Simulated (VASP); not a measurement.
Write the native input for VASP 6.6.1 that does the following.

```yaml
Task: relaxation of cell and atoms
Functional: PBEsol
Potentials_or_basis: VASP PAW PBE potentials, release 64 (Ti_sv, N)
Cutoff: 600 eV
k_mesh: 16 × 16 × 16
Occupations: methfessel-paxton, width 0.1 eV
Spin: no spin polarisation
Further_INCAR_settings: ALGO = Normal; EDIFF = 1e-06; IBRION = 2; EDIFFG = -0.01; NSW = 90; ISIF = 3
```

The structure of TiN lies in POSCAR:

```
TiN
1.0
    0.0000000000      2.1190000000      2.1190000000
    2.1190000000      0.0000000000      2.1190000000
    2.1190000000      2.1190000000      0.0000000000
Ti N
1 1
Direct
    0.0000000000      0.0000000000      0.0000000000
    0.5000000000      0.5000000000      0.5000000000
```

The cell was built by a generator and needn't be a form met in nature.

These files were run (other wordings do the same):

INCAR

```
PREC = Accurate
ENCUT = 600
EDIFF = 1E-6
ISMEAR = 1
SIGMA = 0.1
LREAL = False
LASPH = True
NELM = 80
ALGO = Normal
ISIF = 3
LWAVE = False
LCHARG = False
GGA = PS
IBRION = 2
NSW = 90
EDIFFG = -0.01
```

KPOINTS

```
regular mesh
0
Gamma
  16 16 16
```

Potentials or basis: VASP PAW PBE potentials, release 64 (Ti_sv, N).

Run with:

```sh
$ cat potpaw_PBE.64/Ti_sv/POTCAR potpaw_PBE.64/N/POTCAR > POTCAR
$ mpirun -np 1 vasp_std > vasp.out
```

It gave:

The relaxed volume is 9.30 Å³/atom, the relaxed cell is a = 2.974 Å, b = 2.974 Å, c = 2.974 Å, α = 60.00°, β = 60.00°, γ = 60.00° and the space group after relaxing (to 0.05 Å) is Fm-3m (No. 225). The energy gained by relaxing is 4.5 meV/atom, the ionic steps are 3 and the pressure after relaxing is 0.0 GPa. The band gap on the k mesh is none (metal or under the smearing width).

Caveat: the PAW data sets were made with another functional, which shifts forces and pressure a little.

It took 62 s on 1 thread of Intel(R) Xeon(R) Platinum 8488C (Sapphire Rapids), with other jobs on the host, peak memory 0.18 GiB.
